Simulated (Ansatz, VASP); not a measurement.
Two plane-wave programs on CO2

```
C O
1.0
     3.31014    0.00000    0.00000
     0.00000    3.31014    0.00000
     0.00000    0.00000    3.31014
C O
2 4
Direct
  0.00000 0.00000 0.00000
  0.50000 0.50000 0.50000
  0.25000 0.25000 0.25000
  0.25000 0.75000 0.75000
  0.75000 0.75000 0.25000
  0.75000 0.25000 0.75000
```

Alike in both runs: functional PBE; k mesh 4 × 4 × 4; occupations gaussian, width 0.1 eV; collinear spin.

Ansatz relaxed the structure, and its values are those at the end. VASP's run is a single point on that final structure, the one shown.

|  | VASP | Ansatz |
| --- | --- | --- |
| version | VASP 6.6.1 | Ansatz 0.2.0 |
| potentials or method | VASP PAW PBE potentials, release 64 (C, O) | scalar-relativistic, plane waves, PAW |
| plane-wave cutoff (eV) | 520 | 420 |
| valence electrons in the cell | 32 | 32 |

```tsv
	VASP	Ansatz	Ansatz less VASP
gap on the k mesh at the Fermi level (eV)	1.20	1.23	+0.028
least direct gap on the mesh (eV)	1.42	1.44	+0.021
pressure (GPa)	0.9	0.0	-0.86
net moment per atom (μB)	0.00	0.00	0.000
```

With one functional, cell and mesh, what is left measures potentials, basis and numerics. Ansatz warned: «seeded_moment_not_kept».

Caveats: the k mesh is coarse (spacing up to 0.47 Å⁻¹), so the values aren't converged. A k mesh can miss the band edges. A hybrid or GW would open this gap; PBE tends to underestimate it.
